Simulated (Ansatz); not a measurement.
Runs of Ansatz 0.2.0 on ZnS. It takes space group F-43m (No. 216, cubic). Conventional cell: a = 5.404 Å, b = 5.404 Å, c = 5.404 Å, α = 90.00°, β = 90.00°, γ = 90.00°. Zn (site symmetry -43m) has 4 S at 2.34 Å as nearest neighbours. S (site symmetry -43m) is surrounded by 4 Zn at 2.34 Å. 

| task | level | potentials or basis | spin | cell | k mesh | cutoff (eV) | smearing | driver | atoms under strain | eos | other keys | gap on the mesh (eV) | pressure (GPa) |
| --- | --- | --- | --- | --- | --- | --- | --- | --- | --- | --- | --- | --- | --- |
| Berry-phase polarisation | PBEsol0 | JTH PAW | off | as given | 5 × 5 × 5 | 1080 | fixed | chain | - | - | - | (a) | -1.9 |
| elastic constants | rPW86-PBE+rVV10 | Ansatz PAW | off | as given | 6 × 6 × 6 | 420 | fixed | chain | relaxed | - | - | 1.89 | 2.1 |
| projected density of states | r2SCAN50+D3(BJ) | as the typed override names | non-collinear, program default start, SOC | as given | 5 × 5 × 5 | 500 | fixed | chain | - | - | hamiltonian.pseudopotentials = kind paw_fr; … | 6.04 | -1.9 |
| elastic constants | rPW86-PBE+rVV10 | Ansatz PAW | off | as given | 6 × 6 × 6 | 420 | fixed | - | relaxed | - | - | 1.89 | 2.1 |

Task: Estimate the missing entries.

Result: (a) 3.86.

Caveats: odd divisions of the mesh miss points on the zone boundary, where band edges often lie, so the gap on the mesh can be too wide (some runs); the thresholds are loose for stress (some runs); the potentials were made for another functional, which shifts forces and pressure (some runs); the dispersion damping was fitted for another functional or another form of the correction (some runs); the PAW data sets come from PBE, with cores solved anew for the run's functional, which leaves a small shift of forces and pressure (some runs).

